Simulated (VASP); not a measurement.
# Si (P6/mmm) in VASP: settings compared, part 2 of 2

VASP 6.6.1. Earlier steps stand in the parts before.

## (3) Band structure, revTPSS

INCAR reads:

```
SYSTEM = Si
ALGO = Normal ; EDIFF = 1E-6
ENCUT = 520 ; ISIF = 2
ISMEAR = -1 ; LASPH = .TRUE.
LCHARG = .FALSE. ; LMIXTAU = .TRUE.
LREAL = .FALSE. ; LWAVE = .FALSE.
METAGGA = RTPSS ; NELM = 60
PREC = Accurate ; SIGMA = 0.05
```

KPOINTS reads:

```
k-points
0
G
  8 8 10
  0 0 0
```

POSCAR reads:

```
Si
1.0
    4.1209500000      0.0000000000      0.0000000000
   -2.0604700000      3.5688500000      0.0000000000
    0.0000000000      0.0000000000      2.6547900000
Si
2
Direct
    0.3333300000      0.6666700000      0.5000000000
    0.6666700000      0.3333300000      0.5000000000
```

KPOINTS_OPT reads:

```
path GMKGALHA,LM,KH
10
line-mode
reciprocal
 0.0000000000  0.0000000000  0.0000000000  G
 0.5000000000  0.0000000000  0.0000000000  M

 0.5000000000  0.0000000000  0.0000000000  M
 0.3333333333  0.3333333333  0.0000000000  K

 0.3333333333  0.3333333333  0.0000000000  K
 0.0000000000  0.0000000000  0.0000000000  G

 0.0000000000  0.0000000000  0.0000000000  G
 0.0000000000  0.0000000000  0.5000000000  A

 0.0000000000  0.0000000000  0.5000000000  A
 0.5000000000  0.0000000000  0.5000000000  L

 0.5000000000  0.0000000000  0.5000000000  L
 0.3333333333  0.3333333333  0.5000000000  H

 0.3333333333  0.3333333333  0.5000000000  H
 0.0000000000  0.0000000000  0.5000000000  A

 0.5000000000  0.0000000000  0.5000000000  L
 0.5000000000  0.0000000000  0.0000000000  M

 0.3333333333  0.3333333333  0.0000000000  K
 0.3333333333  0.3333333333  0.5000000000  H
```

Potentials or basis: VASP PAW PBE potentials, release 64 (Si).

On the command line:

```bash
$ cat potpaw_PBE.64/Si/POTCAR > POTCAR
$ mpirun -np 1 vasp_std > vasp.out
```

Run time: 3.3 min. Hardware: 1 thread of Intel Xeon Platinum 8175M at 2.50GHz (Skylake/Cascade Lake), shared host; peak memory 0.19 GiB.

It converged, with:

| Item | Value |
| --- | --- |
| Free energy | -12.6851 eV |
| Pressure | -2.2 GPa |
| Band gap along the path | none (metal or under the smearing width) |

Stress tensor (GPa, compression positive):
```
-2.14  0.00  0.00
 0.00 -2.14  0.00
 0.00  0.00 -2.44
```

Levels at the corners of the path, in eV from the Fermi level:
| point | band 2 | band 3 | band 4 | band 5 | band 6 | band 7 |
| --- | --- | --- | --- | --- | --- | --- |
| Γ | -2.89 | -2.89 | -2.67 | 1.24 | 1.24 | 5.43 |
| M | -8.88 | -4.10 | -1.36 | 6.25 | 7.00 | 7.27 |
| M | -8.88 | -4.10 | -1.36 | 6.25 | 7.00 | 7.27 |
| K | -9.66 | -5.62 | 3.07 | 3.07 | 3.90 | 8.76 |
| K | -9.66 | -5.62 | 3.07 | 3.07 | 3.90 | 8.76 |
| Γ | -2.89 | -2.89 | -2.67 | 1.24 | 1.24 | 5.43 |
| Γ | -2.89 | -2.89 | -2.67 | 1.24 | 1.24 | 5.43 |
| A | -5.93 | -0.15 | -0.15 | 1.29 | 3.42 | 4.36 |
| A | -5.93 | -0.15 | -0.15 | 1.29 | 3.42 | 4.36 |
| L | -5.02 | -4.25 | -2.60 | -1.20 | 2.97 | 3.87 |
| L | -5.02 | -4.25 | -2.60 | -1.20 | 2.97 | 3.87 |
| H | -5.71 | -3.41 | -3.41 | -2.44 | 1.99 | 7.04 |
| H | -5.71 | -3.41 | -3.41 | -2.44 | 1.99 | 7.05 |
| A | -5.93 | -0.15 | -0.15 | 1.29 | 3.42 | 4.36 |
| L | -5.02 | -4.25 | -2.60 | -1.20 | 2.97 | 3.87 |
| M | -8.88 | -4.10 | -1.36 | 6.25 | 7.00 | 7.27 |
| K | -9.66 | -5.62 | 3.07 | 3.07 | 3.90 | 8.76 |
| H | -5.71 | -3.41 | -3.41 | -2.44 | 1.99 | 7.05 |

Caveat: the PAW data sets were made with another functional, which shifts forces and pressure a little.

## (4) Band structure, MS2

INCAR reads:

```
  PREC = Accurate
  ENCUT = 520
  EDIFF = 1E-7
  ISMEAR = -1
  SIGMA = 0.05
  LREAL = False
  LASPH = True
  NELM = 60
  ALGO = Normal
  ISIF = 2
  LWAVE = False
  LCHARG = False
  METAGGA = MS2
  LMIXTAU = True
```

KPOINTS reads:

```
regular mesh
0
Gamma
  8 8 10
```

POSCAR is that of step 3.

KPOINTS_OPT: that of step 3 with these lines changed.

```diff
@@ -1,3 +1,3 @@
 path GMKGALHA,LM,KH
-10
+15
 line-mode
```

On the command line:

```bash
$ cat potpaw_PBE.64/Si/POTCAR > POTCAR
$ mpirun -np 1 vasp_std > vasp.out
```

Wall time 2.9 min (1 thread of Intel Xeon Platinum 8175M at 2.50GHz (Skylake/Cascade Lake), shared host); peak memory 0.19 GiB.

The run converged. Its results:

```
Free energy             : -18.4162 eV
Pressure                : -2.7 GPa
Band gap along the path : none (metal or under the smearing width)
```

Stress tensor (GPa, compression positive):
```
-3.38  0.00  0.00
 0.00 -3.38  0.00
 0.00  0.00 -1.28
```

Levels at the corners of the path, in eV from the Fermi level:
```
point  band 1  band 2  band 3  band 4  band 5  band 6  band 7  band 8
    Γ  -12.84   -3.28   -3.28   -2.70    1.41    1.41    5.37    6.83
    M  -10.96   -9.20   -4.40   -1.29    6.20    6.84    7.62    8.17
    M  -10.96   -9.20   -4.40   -1.29    6.20    6.84    7.62    8.16
    K  -10.01  -10.01   -5.82    3.15    3.15    3.73    9.13    9.13
    K  -10.01  -10.01   -5.82    3.15    3.15    3.73    9.13    9.13
    Γ  -12.84   -3.28   -3.28   -2.70    1.41    1.41    5.37    6.83
    Γ  -12.84   -3.28   -3.28   -2.70    1.41    1.41    5.37    6.83
    A   -8.90   -6.05   -0.61   -0.61    1.15    3.85    4.59    4.59
    A   -8.90   -6.05   -0.61   -0.61    1.15    3.85    4.59    4.59
    L   -6.99   -5.34   -4.37   -2.69   -1.57    3.17    4.06    5.02
    L   -6.99   -5.34   -4.37   -2.69   -1.57    3.17    4.06    5.02
    H   -6.06   -6.06   -3.52   -3.52   -2.71    2.14    6.90    7.61
    H   -6.06   -6.06   -3.52   -3.52   -2.71    2.14    6.90    7.61
    A   -8.90   -6.05   -0.61   -0.61    1.15    3.85    4.59    4.59
    L   -6.99   -5.34   -4.37   -2.69   -1.57    3.17    4.06    5.02
    M  -10.96   -9.20   -4.40   -1.29    6.20    6.84    7.62    8.16
    K  -10.01  -10.01   -5.82    3.15    3.15    3.73    9.13    9.13
    H   -6.06   -6.06   -3.52   -3.52   -2.71    2.14    6.90    7.61
```

Caveat: the PAW data sets were made with another functional, which shifts forces and pressure a little.

## (5) Band structure, PBE

INCAR reads:

```
SYSTEM = Si
  PREC = Accurate
  ENCUT = 520
  EDIFF = 1E-7
  ISMEAR = -1
  SIGMA = 0.05
  LREAL = .False.
  LASPH = .True.
  NELM = 60
  ALGO = Normal
  ISIF = 2
  LWAVE = .False.
  LCHARG = .False.
  GGA = PE
```

KPOINTS reads:

```
regular mesh
0
Gamma
  8 8 10
  0 0 0
```

POSCAR is that of step 4.

KPOINTS_OPT is that of step 4.

On the command line:

```bash
$ cat potpaw_PBE.64/Si/POTCAR > POTCAR
$ mpirun -np 1 vasp_std > vasp.out
```

It took 34 s on 1 thread of Intel Xeon Platinum 8488C (Sapphire Rapids), shared host; peak memory 0.18 GiB.

It converged, with:

```
Free energy             : -10.0863 eV
Pressure                : 0.0 GPa
Band gap along the path : none (metal or under the smearing width)
```

Stress tensor (GPa, compression positive):
```
 0.25  0.00  0.00
 0.00  0.25  0.00
 0.00  0.00 -0.59
```

Levels at the corners of the path, in eV from the Fermi level:
```
point  band 2  band 3  band 4  band 5  band 6  band 7
    Γ   -2.87   -2.87   -2.75    1.26    1.26    5.58
    M   -8.79   -4.05   -1.30    6.16    7.05    7.14
    M   -8.79   -4.05   -1.30    6.16    7.05    7.14
    K   -9.57   -5.51    3.00    3.00    4.01    8.57
    K   -9.57   -5.51    3.00    3.00    4.01    8.57
    Γ   -2.87   -2.87   -2.75    1.26    1.26    5.58
    Γ   -2.87   -2.87   -2.75    1.26    1.26    5.58
    A   -5.89   -0.17   -0.17    1.21    3.16    4.30
    A   -5.89   -0.17   -0.17    1.21    3.16    4.30
    L   -4.99   -4.24   -2.59   -1.20    2.89    3.91
    L   -4.99   -4.24   -2.59   -1.20    2.89    3.91
    H   -5.68   -3.41   -3.41   -2.41    2.13    7.04
    H   -5.68   -3.41   -3.41   -2.41    2.13    7.04
    A   -5.89   -0.17   -0.17    1.21    3.16    4.30
    L   -4.99   -4.24   -2.59   -1.20    2.89    3.91
    M   -8.79   -4.05   -1.30    6.16    7.05    7.14
    K   -9.57   -5.51    3.00    3.00    4.01    8.57
    H   -5.68   -3.41   -3.41   -2.41    2.13    7.04
```

## (6) Band structure, LDA

POSCAR is that of step 5.

INCAR.step1 reads:

```
  ALGO = Normal
  EDIFF = 1E-6
  ENCUT = 520
  ISIF = 2
  ISMEAR = -1
  LASPH = True
  LCHARG = True
  LREAL = False
  LWAVE = False
  NBANDS = 11
  NELM = 100
  PREC = Accurate
  SIGMA = 0.05
```

KPOINTS.step1 reads:

```
k-points
0
Gamma
  8 8 10
```

INCAR.step2 reads:

```
  ALGO = Normal
  EDIFF = 1E-6
  ENCUT = 520
  ICHARG = 11
  ISIF = 2
  ISMEAR = 0
  LASPH = True
  LCHARG = False
  LREAL = False
  LWAVE = False
  NBANDS = 11
  NELM = 100
  PREC = Accurate
  SIGMA = 0.05
```

KPOINTS.step2 reads:

```
path GMKGALHA,LM,KH
15
line-mode
reciprocal
 0.0000000000  0.0000000000  0.0000000000  G
 0.5000000000  0.0000000000  0.0000000000  M

 0.5000000000  0.0000000000  0.0000000000  M
 0.3333333333  0.3333333333  0.0000000000  K

 0.3333333333  0.3333333333  0.0000000000  K
 0.0000000000  0.0000000000  0.0000000000  G

 0.0000000000  0.0000000000  0.0000000000  G
 0.0000000000  0.0000000000  0.5000000000  A

 0.0000000000  0.0000000000  0.5000000000  A
 0.5000000000  0.0000000000  0.5000000000  L

 0.5000000000  0.0000000000  0.5000000000  L
 0.3333333333  0.3333333333  0.5000000000  H

 0.3333333333  0.3333333333  0.5000000000  H
 0.0000000000  0.0000000000  0.5000000000  A

 0.5000000000  0.0000000000  0.5000000000  L
 0.5000000000  0.0000000000  0.0000000000  M

 0.3333333333  0.3333333333  0.0000000000  K
 0.3333333333  0.3333333333  0.5000000000  H
```

Potentials or basis: VASP PAW LDA potentials, release 64 (Si).

On the command line:

```bash
$ cat potpaw_LDA.64/Si/POTCAR > POTCAR
$ cp INCAR.step1 INCAR
$ cp KPOINTS.step1 KPOINTS
$ mpirun -np 1 vasp_std > vasp.out
$ cp INCAR.step2 INCAR
$ cp KPOINTS.step2 KPOINTS
$ mpirun -np 1 vasp_std > vasp.out
```

Run time: 30 s. Hardware: 1 thread of Intel Xeon Platinum 8488C (Sapphire Rapids), shared host; peak memory 0.16 GiB.

Results (log left out):

| Item | Value |
| --- | --- |
| Band gap along the path | none (metal or under the smearing width) |

Levels at the corners of the path, in eV from the Fermi level:
```tsv
point	band 1	band 2	band 3	band 4	band 5	band 6	band 7	band 8	band 9
Γ	-12.25	-2.80	-2.80	-2.75	1.28	1.28	5.48	6.32	8.72
M	-10.42	-8.74	-3.99	-1.32	6.16	7.01	7.12	7.75	8.18
M	-10.42	-8.74	-3.99	-1.32	6.16	7.01	7.12	7.75	8.18
K	-9.51	-9.51	-5.48	3.00	3.00	3.98	8.50	8.50	10.19
K	-9.51	-9.51	-5.48	3.00	3.00	3.98	8.50	8.50	10.19
Γ	-12.25	-2.80	-2.80	-2.75	1.28	1.28	5.48	6.32	8.72
Γ	-12.25	-2.80	-2.80	-2.75	1.28	1.28	5.48	6.32	8.72
A	-8.37	-5.84	-0.12	-0.12	1.23	3.06	4.31	4.31	5.38
A	-8.37	-5.84	-0.12	-0.12	1.23	3.06	4.31	4.31	5.38
L	-6.52	-4.95	-4.19	-2.55	-1.15	2.86	3.95	5.00	9.85
L	-6.52	-4.95	-4.19	-2.55	-1.15	2.86	3.95	5.00	9.85
H	-5.63	-5.63	-3.36	-3.36	-2.37	2.12	6.98	6.99	7.04
H	-5.63	-5.63	-3.36	-3.36	-2.37	2.12	6.98	6.99	7.04
A	-8.37	-5.84	-0.12	-0.12	1.23	3.06	4.31	4.31	5.38
L	-6.52	-4.95	-4.19	-2.55	-1.15	2.86	3.95	5.00	9.85
M	-10.42	-8.74	-3.99	-1.32	6.16	7.01	7.12	7.75	8.18
K	-9.51	-9.51	-5.48	3.00	3.00	3.98	8.50	8.50	10.19
H	-5.63	-5.63	-3.36	-3.36	-2.37	2.12	6.98	6.99	7.04
```

Caveat: the log is that of the step along the path at fixed density, whose energy, stress, charges and moments have no meaning.

## (7) Summary

| level | potentials or basis | k mesh | grid for exact exchange (PRECFOCK) | exchange at q = 0 | mesh quality | pressure (GPa) |
| --- | --- | --- | --- | --- | --- | --- |
| PBE0 | VASP PAW PBE potentials, release 64 (Si) | 4 × 4 × 5 | Normal | truncated | coarse | -3.4 |
| revTPSS | VASP PAW PBE potentials, release 64 (Si) | 8 × 8 × 10 | - | - | not flagged | -2.2 |
| MS2 | VASP PAW PBE potentials, release 64 (Si) | 8 × 8 × 10 | - | - | not flagged | -2.7 |
| PBE | VASP PAW PBE potentials, release 64 (Si) | 8 × 8 × 10 | - | - | not flagged | 0.0 |
| LDA | VASP PAW LDA potentials, release 64 (Si) | 8 × 8 × 10 | - | - | not flagged | - |

Alike in all rows: task band structure; no spin polarisation; cell as given; cutoff (eV) 520; smearing fermi-dirac 0.05 eV.

Caveats: some runs use coarse meshes; the PAW data sets were made with another functional, which shifts forces and pressure a little (some runs).

Absolute energies hang on the potentials; compare differences alone.
